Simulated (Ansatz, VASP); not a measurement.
# C: VASP beside Ansatz

```
CELL_PARAMETERS angstrom
1.21190 0.69969 3.30481
-1.21190 0.69969 3.30481
0.00000 -1.39938 3.30481
ATOMIC_POSITIONS crystal
C 0.17413 0.17413 0.17413
C 0.82587 0.82587 0.82587
```

Change from the starting cell: mode 4 frozen in at +0.076 Å, equal normal strain along x, y and z -0.0167.

Alike in both runs: task single point; functional PBE; dispersion D3(BJ); k mesh 15 × 15 × 15; occupations gaussian, width 0.05 eV; no spin polarisation.

|  | VASP | Ansatz |
| --- | --- | --- |
| version | VASP 6.6.1 | Ansatz 0.2.0 |
| potentials or method | VASP PAW PBE potentials, release 64 (C) | scalar-relativistic, plane waves, PAW |
| plane-wave cutoff (eV) | 520 | 520 |
| valence electrons in the cell | 8 | 8 |

Ansatz gave:

```
gap on the k mesh at the Fermi level (eV)       : 0.47
least direct gap on the mesh (eV)               : 0.47
pressure (GPa)                                  : 14.8
largest component of the traceless stress (GPa) : 17.58
rms of the force components (eV/Å)              : 1.426
```

Task: Which values does VASP return?

Result: gap on the k mesh at the Fermi level (eV): 0.47; least direct gap on the mesh (eV): 0.47; pressure (GPa): 15.3; largest component of the traceless stress (GPa): 18.15; rms of the force components (eV/Å): 1.421.

Atom by atom the forces differ by 0.005 eV/Å (rms over components).

Caveats: so large a pressure means that the cell lies far from this level's equilibrium, or that cutoff or potentials fall short (VASP); an odd mesh through Γ misses points on the zone boundary, where band edges often lie; forces of over 1 eV/Å show positions far from the minimum, so gaps and moduli don't describe the material at rest.
